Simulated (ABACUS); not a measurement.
## Na under changes of volume

One of the cells (37.614 Å³/atom); the others are scaled copies at fixed shape and fractional positions:

```
Na
1.0
    -1.88829    1.88829    2.63728
     1.88829   -1.88829    2.63728
     1.88829    1.88829   -2.63728
Na
1
Direct
  0.00000 0.00000 0.00000
```

This isn't the form of Na at room conditions, which is bcc.

* Program: ABACUS 3.10.1
* Functional: PBE
* Potentials or basis: PseudoDojo NC SR 0.4.1 PBE standard
* Cutoff: 1211 eV
* Density cutoff: 4844 eV
* Basis: plane waves
* k mesh: 10 × 10 × 10
* Occupations: fermi-dirac, width 0.05 eV
* Spin: no spin polarisation

| volume (Å³/atom) | energy over the lowest point (meV/atom) | pressure (GPa) |
| --- | --- | --- |
| 35.357 | ? | ? |
| 36.110 | 0.68 | 0.2 |
| 36.862 | 0.00 | 0.1 |
| 37.614 | 0.08 | -0.1 |
| 38.367 | 0.86 | -0.2 |
| 39.119 | 2.26 | -0.4 |
| 39.871 | 4.24 | -0.5 |

Question: What does the run at 35.357 Å³/atom give?

Answer: Energy over the lowest point 2.19 meV/atom; pressure 0.4 GPa.

Worked out: A Birch-Murnaghan fit of order 3 (a polynomial in V^(-2/3)) to the other rows has its minimum at 37.15 Å³/atom with B0 = V·E''(V) = 7.7 GPa and B' = 3.7 at fixed shape and positions, which overstates the stiffness. It gives 2.20 meV/atom at 35.357 Å³/atom, against the run's 2.19, and -dE/dV = 0.4 GPa, against 0.4.

Energies are extrapolated to zero smearing.
